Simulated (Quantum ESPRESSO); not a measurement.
Sb:

```
Sb
1.0
     3.16000    0.00000    0.00000
     0.00000    3.16000    0.00000
     0.00000    0.00000    3.16000
Sb
1
Direct
  0.00000 0.00000 0.00000
```

This isn't the form of Sb at room conditions, which is rhombohedral.

| Property | Result |
| --- | --- |
| Program | Quantum ESPRESSO 7.5 |
| Task | relaxation of cell and atoms |
| Functional | PBEsol |
| Dispersion | D3 |
| Potentials or basis | GBRV 1.5 PBEsol |
| Cutoff | 612 eV |
| Density cutoff | 4898 eV |
| k mesh | 8 × 8 × 8 |
| Occupations | fermi-dirac, width 0.05 eV |
| Spin | no spin polarisation |

At the start: pressure -5.6 GPa; volume 31.55 Å³/atom.

Where does the relaxation end?

Over 18 steps the energy falls by 53.4 meV/atom and the volume is 28.54 Å³/atom (-9.6 %); space group Pm-3m (No. 221, to 0.05 Å).

The path:
```csv
step,energy change (eV),largest force (eV/Å),pressure (GPa),volume (Å³)
1,0.0000,0.0000,-5.57,31.55
2,-0.0293,0.0000,-4.04,30.53
3,-0.0530,0.0000,-0.81,28.87
4,-0.0367,0.0000,3.60,27.18
5,-0.0395,0.0000,3.24,27.30
6,-0.0442,0.0000,2.55,27.54
7,-0.0491,0.0000,1.65,27.87
8,-0.0525,0.0000,0.61,28.27
9,-0.0534,0.0000,-0.41,28.70
10,-0.0534,0.0000,-0.41,28.69
11,-0.0534,0.0000,-0.39,28.68
12,-0.0534,0.0000,-0.36,28.67
13,-0.0534,0.0000,-0.33,28.66
14,-0.0534,0.0000,-0.28,28.64
15,-0.0534,0.0000,-0.23,28.62
16,-0.0534,0.0000,-0.17,28.60
17,-0.0534,0.0000,-0.12,28.57
18,-0.0534,0.0000,-0.04,28.54
```

Final structure:
```xyz
1
Lattice="3.0558 0.0000 0.0000 0.0000 3.0558 0.0000 0.0000 0.0000 3.0558" Properties=species:S:1:pos:R:3 pbc="T T T"
Sb    0.0000    0.0000    0.0000
```

Caveat: pairwise dispersion overbinds metals, which lowers pressure and volume.
